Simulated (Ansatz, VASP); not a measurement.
# Pt in VASP and in Ansatz

```
Pt
1.0
     2.01780    2.01780    0.00000
    -2.01780    2.01780    0.00000
     0.00000    0.00000    3.74604
Pt
2
Direct
  0.00000 0.00000 0.00000
  0.50000 0.50000 0.50000
```

Change from the starting cell: biaxial strain in the a-b plane, c and atoms relaxed: +3.0 %.

Alike in both runs: functional PBEsol; k mesh 18 × 18 × 14; occupations gaussian, width 0.1 eV; no spin polarisation.

Ansatz relaxed the structure, and its values are those at the end. VASP's run is a single point on that final structure, the one shown.

|  | VASP | Ansatz |
| --- | --- | --- |
| version | VASP 6.6.1 | Ansatz 0.2.0 |
| potentials or method | VASP PAW PBE potentials, release 64 (Pt) | scalar-relativistic, plane waves, PAW |
| plane-wave cutoff (eV) | 520 | 420 |
| valence electrons in the cell | 20 | 36 |

Ansatz gave:

| Quantity | Value |
| --- | --- |
| gap on the k mesh at the Fermi level (eV) | none |
| pressure (GPa) | -3.5 |

Task: Estimate VASP's values.

Result: gap on the k mesh at the Fermi level (eV): none; pressure (GPa): -3.9.

A gap of «none» marks a metal or a gap that the smearing closes. The functional is the same, so the differences come from potentials, cutoffs and numerics. The two sets of potentials don't hold the same shells in valence.

Caveats: the PAW data sets were made with another functional, which shifts forces and pressure a little (VASP). Spin-orbit coupling is left out, which matters for the levels of Pt.
